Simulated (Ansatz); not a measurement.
Density of states of LiH (Fm-3m, a = 4.007 Å, b = 4.007 Å, c = 4.007 Å, α = 90.00°, β = 90.00°, γ = 90.00°), in states per eV and primitive cell, averaged over bins of 0.5 eV. The calculation used DFT PBE, scalar-relativistic, plane waves, PAW (Ansatz 0.2.0).

Plane waves to 420 eV, a k mesh through Γ of 10×10×10 on the computed 2-atom cell and Gaussian smearing (0.02 eV); no spin polarisation.

The cell is relaxed at this level. The states (both spins) are summed by tetrahedra on a 15×15×15 mesh at the self-consistent density. Energies are bin centres; the table starts no lower than −8 eV and ends at 6 eV, or lower where the solved bands end.

The gap is 2.98 eV at this level, with the zero inside it.

| E − E_F (eV) | total | H 1s | Li 2s | Li 1s |
| --- | --- | --- | --- | --- |
| -6.70 | 0.09 | 0.03 | 0.05 | 0.01 |
| -6.20 | 0.19 | 0.08 | 0.10 | 0.01 |
| -5.70 | 0.25 | 0.12 | 0.12 | 0.01 |
| -5.20 | 0.31 | 0.18 | 0.12 | 0.01 |
| -4.70 | 0.39 | 0.27 | 0.11 | 0.00 |
| -4.20 | 0.54 | 0.43 | 0.09 | 0.00 |
| -3.70 | 0.58 | 0.50 | 0.06 | 0.00 |
| -3.20 | 0.52 | 0.46 | 0.04 | 0.00 |
| -2.70 | 0.47 | 0.42 | 0.02 | 0.00 |
| -2.20 | 0.43 | 0.40 | 0.01 | 0.00 |
| -1.70 | 0.23 | 0.21 | 0.01 | 0.00 |
| -1.20 | 0.00 | 0.00 | 0.00 | 0.00 |
| -0.70 | 0.00 | 0.00 | 0.00 | 0.00 |
| -0.20 | 0.00 | 0.00 | 0.00 | 0.00 |
| 0.30 | 0.00 | 0.00 | 0.00 | 0.00 |
| 0.80 | 0.00 | 0.00 | 0.00 | 0.00 |
| 1.30 | 0.00 | 0.00 | 0.00 | 0.00 |
| 1.80 | 0.05 | 0.00 | 0.00 | 0.00 |
| 2.30 | 0.13 | 0.00 | 0.01 | 0.00 |
| 2.80 | 0.20 | 0.01 | 0.02 | 0.00 |
| 3.30 | 0.40 | 0.01 | 0.13 | 0.00 |
| 3.80 | 0.88 | 0.03 | 0.53 | 0.02 |
| 4.30 | 0.47 | 0.03 | 0.25 | 0.01 |
| 4.80 | 0.41 | 0.03 | 0.18 | 0.00 |
| 5.30 | 0.42 | 0.04 | 0.16 | 0.00 |

The columns after the total are the Löwdin projections on the occupied valence shells of the potentials. The rest of the total lies in shells that are empty in the free atom, which aren't projected, and between the atoms.